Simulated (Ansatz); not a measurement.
Ag, one structure, two calculations

Cell: an entry of the Crystallography Open Database (COD), whose atoms a relaxation with PBE at fixed cell left in place.

```
CELL_PARAMETERS angstrom
2.93000 0.00000 0.00000
-1.46500 2.53745 0.00000
0.00000 0.00000 4.79000
ATOMIC_POSITIONS crystal
Ag 0.33333 0.66667 0.25000
Ag 0.66667 0.33333 0.75000
```

Sites (sets of like atoms) are named by element and the number of their first atom in this list.

First run. Level of theory: DFT, PBE, plane waves and PAW, scalar-relativistic, 420 eV cutoff, Γ-centred 18×18×10 k-points, Fermi–Dirac smearing 0.05 eV (Ansatz 0.2.0).

```
site  atom  V_zz (10²¹ V/m²)     η
  Ag     1             0.094  0.00
```

Second run. The same atoms and settings, except that the functional is PBEsol.

**Question.** Given the first result, estimate the second.

**Answer.** 

```json
{"site": "Ag", "atom": "1", "V_zz": "0.095", "η": "0.00", "change of V_zz": "0.00"}
```

No V_zz moves by more than 0.01.

With no gap above 0.1 eV, as in a metal, the gradients converge slowly in k; expect changes of a tenth or more on a denser mesh. Without spin–orbit coupling (the program notes it for Ag) the gradients can shift somewhat, as the gap is small.
For the second run: At this cell the PBEsol pressure is -6 GPa, so with PBEsol the cell would shrink if it were relaxed.
